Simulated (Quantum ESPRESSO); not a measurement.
Runs of Quantum ESPRESSO 7.5 on MnO2. Symmetry: P6_3/mmc, No. 194, hexagonal system. The conventional cell has a = 2.855 Å, b = 2.855 Å, c = 10.222 Å, α = 90.00°, β = 90.00°, γ = 120.00°. Around Mn (site symmetry -3m) lie 6 O at 1.90 Å. O (site symmetry 3m) has 3 Mn at 1.90 Å as nearest neighbours. Measurements of this composition are mostly on another form, of space group No. 136.

```tsv
task	level	potentials or basis	k mesh	form of the LDA correlation	gap on the mesh (eV)	pressure (GPa)	moment (μB)	V0 of scaled cells (Å³/atom)	B0 (GPa)	largest force (eV/Å)
band structure	PBEsol	GBRV 1.5 PBEsol	11 × 11 × 3	-	0.81	-1.7	6.00	-	-	0.15
equation of state	PBEsol	GBRV 1.5 PBEsol	11 × 11 × 3	-	-	-	-	11.92	184	-
band structure	LDA	GBRV 1.5 LDA	11 × 11 × 3	PZ81	0.49	-7.5	6.00	-	-	(a)
equation of state	LDA	GBRV 1.5 LDA	9 × 9 × 3	PZ81	-	-	-	(b)	202	-
```

Alike in all rows: spin collinear, ferromagnetic start; cell as given; cutoff (eV) 612; smearing fermi-dirac 0.05 eV.

Question: Fill in the values left out.

Answer: (a) 0.54; (b) 11.56.

Caveats: only a ferromagnetic start was run, and an antiferromagnetic order may lie lower in energy (some runs); the cell was scaled at fixed shape and fractional positions, which overstates the stiffness of a crystal with free parameters, most of all of layers and chains (some runs); some levels on the path didn't converge (some runs).

A k mesh can miss the band edges.

Not every run made on this cell is shown here.
